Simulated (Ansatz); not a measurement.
Planning a run of Ansatz 0.2.0 on GaAs (F-43m). The input:

```yaml
crystal:
  lattice:
    - [0.0, 2.82685, 2.82685]
    - [2.82685, 0.0, 2.82685]
    - [2.82685, 2.82685, 0.0]
  atoms:
    - { symbol: Ga, position: [0.0, 0.0, 0.0] }
    - { symbol: As, position: [0.25, 0.25, 0.25] }
kpoints:
  mp_grid: { grid: [6, 6, 6] }
hamiltonian:
  xc:
    exchange: pbe
    correlation: pbe
    exx: { coeff: 0.9, omega: 0.2078 }
  pseudopotentials: { kind: paw, azcp: { folder: soft_1 } }
scf:
  occupations: { method: fixed }
gw:
  n_empty_bands: 188
  ecut_chi: 150.0
  qp_bands: [v2, c2]
  qp_kpoints: band_edges
  screening: { model: contour_deformation }
```

```sh
ansatz run input.yaml --threads 3 --pin off --max-ram 92160MiB --backend cuda --events-out ev --progress --plain --runs-dir out --devices 1 --max-vram 13GiB
```

Q: How long will it take on 1 × NVIDIA H100 80GB HBM3 (shared by 6 runs) with 3 threads of AMD EPYC 7R13 (Zen 3), shared host, and how much memory?

It took 43 s; on shared hardware allow 22 s to 86 s. Peak host memory was 1.5 GiB. The sizes that set the cost: 893 plane waves a state, 16 irreducible k points, 202 bands summed, 169 plane waves in the screening and 22 SCF cycles.

The screening grows as filled bands × empty bands × pairs of k points, times the square of the screening basis for the matrix.

[Paths, hosts, dates, memory and timing lines, banners, echoed tables and standing remarks are left out of the program output.]

[Logs are printed without paths, hosts, clocks, repeated set-up lines and the standing remarks that a program may print on its own settings, such as how far it seeks lower states.]

[Runs of the session that timed out or met a known fault of the program may be left out.]

[Cells called generated may have been cut or substituted from an entry of the Crystallography Open Database or the Materials Project.]

[Hosts, paths, dates, database ids (printed as entryN), source tags and the programs' standing remarks are cut or masked in the printed files.]
